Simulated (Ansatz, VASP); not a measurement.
Two plane-wave programs on KF (Carobbiite)

Contents of INCAR:

```
SYSTEM = KF
PREC = Accurate ; ENCUT = 520
EDIFF = 1E-7 ; ISMEAR = -1
SIGMA = 0.05 ; LREAL = .False.
LASPH = .True. ; NELM = 80
ALGO = Normal ; ISIF = 2
LWAVE = .False. ; LCHARG = .False.
GGA = PS ; NBANDS = 15
```

File KPOINTS:

```
regular mesh
0
Gamma
  9 9 9
  0 0 0
```

The input POSCAR:

```
KF
1.0
    0.0000000000      2.6718500000      2.6718500000
    2.6718500000      0.0000000000      2.6718500000
    2.6718500000      2.6718500000      0.0000000000
K F
1 1
Direct
    0.0000000000      0.0000000000      0.0000000000
    0.5000000000      0.5000000000      0.5000000000
```

Contents of input.yaml:

```yaml
crystal:
  lattice:
    - [0.0, 2.67185, 2.67185]
    - [2.67185, 0.0, 2.67185]
    - [2.67185, 2.67185, 0.0]
  atoms:
    - { symbol: K, position: [0.0, 0.0, 0.0] }
    - { symbol: F, position: [0.5, 0.5, 0.5] }
hamiltonian:
  xc: pbesol
  pseudopotentials: { kind: paw }
kpoints:
  mp_grid: { grid: [9, 9, 9] }
scf:
  occupations: { method: fermi_dirac, width: 0.05 }
output:
  forces: true
  stress: true
  eigenvalues: true
  write_density: true
  write_potential: true
  elf: true
  volumetric_format: npy
```

Alike in both runs: task single point; functional PBEsol; k mesh 9 × 9 × 9; occupations fermi-dirac, width 0.05 eV; no spin polarisation.

|  | VASP | Ansatz |
| --- | --- | --- |
| version | VASP 6.6.1 | Ansatz 0.2.0 |
| potentials or method | VASP PAW PBE potentials, release 64 (K_sv, F) | Ansatz PAW |
| plane-wave cutoff (eV) | 520 | 420 |
| valence electrons in the cell | 16 | 16 |

|  | VASP | Ansatz | Ansatz less VASP |
| --- | --- | --- | --- |
| gap on the k mesh at the Fermi level (eV) | 6.03 | 6.05 | +0.016 |
| least direct gap on the mesh (eV) | 6.03 | 6.05 | +0.016 |
| pressure (GPa) | -0.6 | -0.7 | -0.04 |

The functional is the same, so the differences come from potentials, cutoffs and numerics.

Caveats: the PAW data sets were made with another functional, which shifts forces and pressure a little (VASP); an odd mesh through Γ misses points on the zone boundary, where band edges often lie (VASP); odd divisions of the mesh miss points on the zone boundary, where band edges often lie, so the gap on the mesh can be too wide (Ansatz); the pressure holds a Pulay correction of +0.3 GPa for the finite cutoff (Ansatz); the PAW data sets come from PBE, with cores solved anew for the run's functional, which leaves a small shift of forces and pressure (Ansatz). Expect the measured gap to be larger: semilocal functionals such as PBEsol lack the derivative discontinuity.
